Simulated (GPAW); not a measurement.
NiO:

```xyz
2
Lattice="2.5046 0.0000 0.0000 0.0000 2.5046 0.0000 0.0000 0.0000 2.5046" Properties=species:S:1:pos:R:3 pbc="T T T"
Ni    0.0000    0.0000    0.0000
O     1.2523    1.2523    1.2523
```

Measurements of this composition are mostly on another form, of space group No. 225.

Base run:

```yaml
Program: GPAW 26.7.0
Functional: r2SCAN
Potentials_or_basis: GPAW PAW data sets (gpaw-data 1.2.1)
Cutoff: 800 eV
Basis: pw
k_mesh: 11 × 11 × 11
Occupations: fermi-dirac, width 0.05 eV
Spin: collinear spin, ferromagnetic start
Starting_moments: "[1.0, 0.0] μB"
Hubbard_terms: Ni d U = 8 eV
```

Its results: band gap on the k mesh none (metal or under the smearing width); pressure 29.2 GPa; net moment 2.00 μB per cell; site moments Ni +1.65; O +0.28 μB.

Q: The run is repeated on the same cell with these changes: hubbard terms from Ni d U = 8 eV to Ni d U = 1 eV. What comes out?

A: Band gap on the k mesh none (metal or under the smearing width); pressure 33.8 GPa; net moment 2.00 μB per cell; site moments Ni +1.54; O +0.36 μB.

Caveats: the stock nickel data set gives pressures a few GPa off other programs; a pressure of tens of GPa on the cell as given is suspect, and the run, the potentials or the cell itself is likely at fault; the PAW data sets were made with another functional, which shifts forces and pressure a little; a cell with one magnetic atom can't hold antiferromagnetic order, which such compounds often take.

Not every run made on this cell is shown here.
